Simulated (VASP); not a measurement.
# HgTe in VASP 6.6.1, single-point calculation

INCAR

```
ENCUT = 520
NELM = 120
ISMEAR = -1
ISIF = 2
LREAL = .FALSE.
SIGMA = 0.02
EDIFF = 1E-7
NELMDL = -8
NBANDS = 16
PREC = Accurate
LWAVE = .FALSE.
IBRION = -1
NSW = 0
LASPH = .TRUE.
LCHARG = .FALSE.
GGA = PE
```

KPOINTS

```
KPOINTS created by Atomic Simulation Environment
0
Gamma
6 6 6
0 0 0
```

POSCAR

```
Hg Te
 1.0000000000000000
     0.0000000000000000    3.3549410439999998    3.3549410439999998
     3.3549410439999998    0.0000000000000000    3.3549410439999998
     3.3549410439999998    3.3549410439999998    0.0000000000000000
 Hg  Te
   1   1
Cartesian
  0.0000000000000000  0.0000000000000000  0.0000000000000000
  1.6774705220000004  1.6774705220000004  1.6774705220000004
```

The recommended PBE PAW datasets give the neutral cell 18 valence electrons.

Command

```
mpirun -np 1 vasp_std
```

OSZICAR

```
N       E                     dE             d eps       ncg     rms          rms(c)
DAV:   1     0.103347919601E+03    0.10335E+03   -0.78536E+03   512   0.956E+02
DAV:   2    -0.302270087777E-01   -0.10338E+03   -0.96985E+02   592   0.222E+02
DAV:   3    -0.380116511839E+01   -0.37709E+01   -0.37631E+01   616   0.440E+01
DAV:   4    -0.383767324719E+01   -0.36508E-01   -0.36506E-01   776   0.388E+00
DAV:   5    -0.383776666502E+01   -0.93418E-04   -0.93418E-04   640   0.194E-01
DAV:   6    -0.383776884609E+01   -0.21811E-05   -0.21809E-05   792   0.208E-02
DAV:   7    -0.383776885744E+01   -0.11356E-07   -0.11675E-07   624   0.123E-03
DAV:   8    -0.383776885799E+01   -0.54251E-09   -0.42803E-09   528   0.190E-04    0.598E+00
DAV:   9    -0.364346629334E+01    0.19430E+00   -0.38183E-01   576   0.771E+00    0.488E+00
DAV:  10    -0.363791131202E+01    0.55550E-02   -0.82362E-02   544   0.188E+00    0.199E+00
DAV:  11    -0.363759585069E+01    0.31546E-03   -0.79396E-03   592   0.977E-01    0.421E-01
DAV:  12    -0.363763291043E+01   -0.37060E-04   -0.70989E-04   624   0.288E-01    0.814E-02
DAV:  13    -0.363766340840E+01   -0.30498E-04   -0.87847E-05   592   0.810E-02    0.418E-02
DAV:  14    -0.363767718969E+01   -0.13781E-04   -0.22623E-05   568   0.306E-02    0.166E-02
DAV:  15    -0.363767687864E+01    0.31105E-06   -0.27581E-06   592   0.985E-03    0.123E-02
DAV:  16    -0.363767685602E+01    0.22621E-07   -0.20556E-07   616   0.246E-03
   1 F= -.36376769E+01 E0= -.36374999E+01  d E =-.353854E-03
```

From OUTCAR

```
k-points           NKPTS =     16   k-points in BZ     NKDIM =     16   number of bands    NBANDS=     16

   NELECT =      18.0000    total number of electrons

   dimension x,y,z NGX =    36 NGY =   36 NGZ =   36
   dimension x,y,z NGXF=    72 NGYF=   72 NGZF=   72

  energy-cutoff  :      520.00
  volume of cell :       75.52
      direct lattice vectors                 reciprocal lattice vectors
     0.000000000  3.354941044  3.354941044    -0.149033915  0.149033915  0.149033915
     3.354941044  0.000000000  3.354941044     0.149033915 -0.149033915  0.149033915
     3.354941044  3.354941044  0.000000000     0.149033915  0.149033915 -0.149033915

 k-points in reciprocal lattice and weights: KPOINTS created by Atomic Simulation Env
   0.00000000  0.00000000  0.00000000       0.005
   0.16666667  0.00000000  0.00000000       0.037
   0.33333333  0.00000000  0.00000000       0.037
   0.50000000  0.00000000  0.00000000       0.019
   0.16666667  0.16666667  0.00000000       0.028
   0.33333333  0.16666667  0.00000000       0.111
   0.50000000  0.16666667  0.00000000       0.111
  -0.33333333  0.16666667  0.00000000       0.111
   ...

 E-fermi :   2.0039

 k-point     1 :       0.0000    0.0000    0.0000
  band No.  band energies     occupation
      1      -9.2626      2.00000
      2      -4.7785      2.00000
      3      -4.7785      2.00000
      4      -4.7785      2.00000
      5      -4.3748      2.00000
      6      -4.3748      2.00000
      7       1.0067      2.00000
      8       1.9901      1.33340
      9       1.9901      1.33340
     10       1.9901      1.33340
     11       6.3982      0.00000
     12       6.3982      0.00000
     13       6.3982      0.00000
     14       8.4989      0.00000
     15      11.3772      0.00000
     16      11.3772      0.00000

 k-point     2 :       0.1667    0.0000    0.0000
  band No.  band energies     occupation
      1      -9.1586      2.00000
      2      -4.7507      2.00000
      3      -4.7507      2.00000
      4      -4.7210      2.00000
      5      -4.3764      2.00000
      6      -4.3764      2.00000
      7      -0.2831      2.00000
      8       1.7649      1.99999
      9       1.7649      1.99999
     10       2.6733      0.00000
     11       6.3499      0.00000
     12       6.7142      0.00000
     13       6.7142      0.00000
     14       9.7250      0.00000
     15      10.5474      0.00000
     16      10.5474      0.00000

 k-point     3 :       0.3333    0.0000    0.0000
  band No.  band energies     occupation
      1      -8.9378      2.00000
      2      -4.7023      2.00000
      3      -4.7023      2.00000
      4      -4.4705      2.00000
      5      -4.3694      2.00000
      6      -4.3694      2.00000
      7      -1.9188      2.00000
      8       1.3786      2.00000
      9       1.3786      2.00000
     10       2.7622      0.00000
     11       7.0745      0.00000
     12       7.0745      0.00000
     13       7.6184      0.00000
     14       9.7006      0.00000
     15      10.8053      0.00000
     16      10.8053      0.00000

 ...

  Total       -0.3594012     -0.3594012     -0.3594012      0.0000000      0.0000000      0.0000000
  in kB       -7.6243966     -7.6243966     -7.6243966      0.0000000      0.0000000      0.0000000
  external PRESSURE =      -7.6243966 kB  Pullay stress =       0.0000000 kB

 POSITION                                       TOTAL-FORCE (eV/Angst)
 -----------------------------------------------------------------------------------
      0.00000      0.00000      0.00000        -0.000000      0.000000     -0.000000
      1.67747      1.67747      1.67747         0.000000     -0.000000      0.000000
 -----------------------------------------------------------------------------------
    total drift:                               -0.000000     -0.000000     -0.000000

  FREE ENERGIE OF THE ION-ELECTRON SYSTEM (eV)
  ---------------------------------------------------
  free  energy   TOTEN  =        -3.6376768560 eV

  energy  without entropy=       -3.6373230023  energy(sigma->0) =       -3.63749993
```

It converged. Results: gap between bands v and c on the k mesh 0.00 eV; least direct gap on the k mesh 0.00 eV; pressure -0.8 GPa. Band v is the last that the valence electrons fill when counted band by band, and c is the next.

For comparison, a separate PBE run of the intended cell, on usual settings and not on those above, gives a gap of 0.00 eV on its mesh and a pressure of -0.8 GPa.

The run above took about 20 s on one core of a shared host (Intel Xeon Platinum 8488C) and held 0.21 GiB at most.
